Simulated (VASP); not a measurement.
**RbBr in VASP: one cell, several levels of theory**

One table from this session's results is given with a row withheld; the runs are named, their logs left out.

Code: VASP 6.6.1. PAW datasets, plane waves. Spin-unpolarised throughout. Whether this structure exists isn't addressed.

### The structure to begin with

The cell comes from an earlier relaxation with r2SCAN in another program.

Space group F-43m (No. 216), cubic; conventional cell a = 7.739 Å, 57.94 Å³ an atom. Rb has 4 Br at 3.35 Å; Br has 4 Rb at 3.35 Å.

Coordinates:

```xyz
2
Lattice="0.0000 3.8695 3.8695 3.8695 0.0000 3.8695 3.8695 3.8695 0.0000" Properties=species:S:1:pos:R:3 pbc="T T T"
Rb    0.0000    0.0000    0.0000
Br    1.9347    1.9347    1.9347
```

The first run:

INCAR reads:

```
ENCUT = 520.000000
SIGMA = 0.020000
EDIFF = 1.00e-07
GGA = PE
PREC = Accurate
IBRION = -1
ISIF = 2
ISMEAR = -1
NBANDS = 15
NELM = 120
NSW = 0
LASPH = .TRUE.
LCHARG = .FALSE.
LWAVE = .FALSE.
LREAL = .FALSE.
```

KPOINTS reads:

```
KPOINTS created by Atomic Simulation Environment
0
Gamma
6 6 6
0 0 0
```

KPOINTS_OPT reads:

```
special points
6
Reciprocal
0.0000000000 0.0000000000 0.0000000000 1
0.5000000000 0.0000000000 0.5000000000 1
0.5000000000 0.2500000000 0.7500000000 1
0.3750000000 0.3750000000 0.7500000000 1
0.5000000000 0.5000000000 0.5000000000 1
0.6250000000 0.2500000000 0.6250000000 1
```

POSCAR reads:

```
Rb Br
 1.0000000000000000
     0.0000000000000000    3.8694967141275005    3.8694967141275005
     3.8694967141275005    0.0000000000000000    3.8694967141275005
     3.8694967141275005    3.8694967141275005    0.0000000000000000
 Rb  Br
   1   1
Cartesian
 -0.0000000000000000  0.0000000000000000  0.0000000000000000
  1.9347483570637503  1.9347483570637503  1.9347483570637503
```

The run uses the recommended PBE PAW datasets (16 valence electrons a neutral cell).

On the command line:

```
> mpirun -np 1 vasp_std
```

Among the steps run: Single point with PBE; r2SCAN at this geometry; Single point with LDA; PBEsol; Single point with PBE+SOC.

One of the session's tables, all rows but one given; the rest of the session is left out.

```
  level  gap (eV)  pressure (GPa)  Ansatz: gap (eV)  Ansatz: pressure (GPa)
    PBE      4.08            0.19              4.07                    0.17
 r2SCAN      4.65            0.01              4.65                    0.00
    LDA      3.82           -0.93              3.81                   -0.95
 PBEsol      4.12           -0.29              4.12                   -0.31
PBE+SOC         ?               ?                 ?                       ?
```

Q: Estimate the row for PBE+SOC from the others.

As computed: gap (eV): 3.94; pressure (GPa): 0.19; Ansatz: gap (eV): 3.94; Ansatz: pressure (GPa): 0.17. In the column «gap (eV)» it lies between LDA (3.82) and PBE (4.08).

The gap spans 3.82 eV (LDA) to 4.65 eV (r2SCAN). Spin-orbit coupling changes the PBE gap by -0.14 eV. Leaving spin-orbit runs aside: At this one volume the pressure spans -0.9 GPa (LDA) to 0.2 GPa (PBE): PBE wants the largest cell and LDA the smallest. The two programs agree on the gap within 0.02 eV, far less than the spread between functionals. The two codes have different PAW datasets and cutoffs. LDA means the Perdew–Zunger form in VASP and the Perdew–Wang form in Ansatz.
